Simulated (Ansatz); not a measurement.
Start of a relaxation of Cu2Ni3:

```
Cu Ni
1.0
     1.25341    0.72365   10.23401
    -1.25341    0.72365   10.23401
     0.00000   -1.44731   10.23401
Cu Ni
2 3
Cartesian
  0.0000 0.0000 6.1404
  0.0000 0.0000 24.5616
  0.0000 0.0000 12.2808
  0.0000 0.0000 0.0000
  0.0000 0.0000 18.4212
```

Theory: Ansatz, DFT PBE, scalar-relativistic, plane waves, PAW. Cutoff 420 eV, Gaussian smearing, Γ-centred meshes. Cell and atoms relax on a converged mesh. In metals the finer mesh still leaves noise of several meV/atom or more. The steps can't lower the symmetry of their start. Collinear spin, starting moments Ni 2.0 (×3) μB.

A guess keeps its type if space group and coordination stay and the shape of the cell changes little (axis ratios within about 15 %, angles within 6°); the volume may change.

Question: Does it keep its structure type, or change into something else?

Answer: It keeps its type. The symmetry stays R-3m (No. 166). The volume per atom grows by 1.2 %, from 11.1 to 11.3 Å³. The shortest distance goes from 2.51 Å (Cu–Ni, Cu–Cu and Ni–Ni) to 2.48 Å (Ni–Ni). The ratio c/a of the conventional cell changes by a factor of 1.00. Counting neighbours within 15 % of an atom's shortest distance, the start has Cu 12, Ni 12 and the end Cu 12, Ni 12.

Formation energies are uncorrected and refer to the elements' standard structures at the same level.

Question: At what energy does it end?

Answer: +0.01 eV/atom. The formation energy is too near zero to say whether this cell lies below the elements.

The last run used collinear spin, an 18×18×18 mesh for its 5-atom cell and Gaussian smearing of 0.10 eV. The k mesh leaves some 4 meV/atom of noise in the energy of each metallic cell. Another magnetic order may lie lower. Symmetry constrained the relaxation, so the result can be a saddle point.
